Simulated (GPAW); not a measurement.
# RbBr in GPAW: convergence with convergence criteria

RbBr:

```
Rb Br
1.0
     0.00000    3.42700    3.42700
     3.42700    0.00000    3.42700
     3.42700    3.42700    0.00000
Rb Br
1 1
Direct
  0.00000 0.00000 0.00000
  0.50000 0.50000 0.50000
```

```yaml
Program: GPAW 26.7.0
Task: convergence study
Functional: PBE
Potentials_or_basis: GPAW PAW data sets (gpaw-data 1.2.1)
Cutoff: 600 eV
Basis: pw
k_mesh: 7 × 7 × 7
Occupations: fermi-dirac, width 0.05 eV
Spin: no spin polarisation
```

These are the settings of the first run; the series varies convergence criteria, with any setting tied to it.

Hardware: 1 thread of Arm Neoverse V1, on a shared host.

```csv
convergence criteria,"energy less the tightest run, at zero smearing (meV/atom)",gap on the mesh (eV),SCF cycles,CPU time (s),peak memory (GiB)
density=0.001 energy=0.01 eigenstates=0.0001,0.01,4.363,6,12,0.17
default,0.00,4.368,8,17,0.17
density=1e-05 energy=1e-05,0.00,4.368,9,18,0.17
density=1e-05 forces=0.0001,0.00,4.368,10,19,0.17
density=1e-06 energy=1e-06 eigenstates=1e-10,0.00,4.368,11,21,0.17
```

Against the tightest run, the energy stays within 1 meV/atom from density=0.001 energy=0.01 eigenstates=0.0001 on; the gap on the mesh stays within 0.01 eV from density=0.001 energy=0.01 eigenstates=0.0001 on. The tightest run that finished is the yardstick and may itself not be fully converged.

Caveat, for the tightest run too: an odd mesh through Γ misses points on the zone boundary, where band edges often lie.
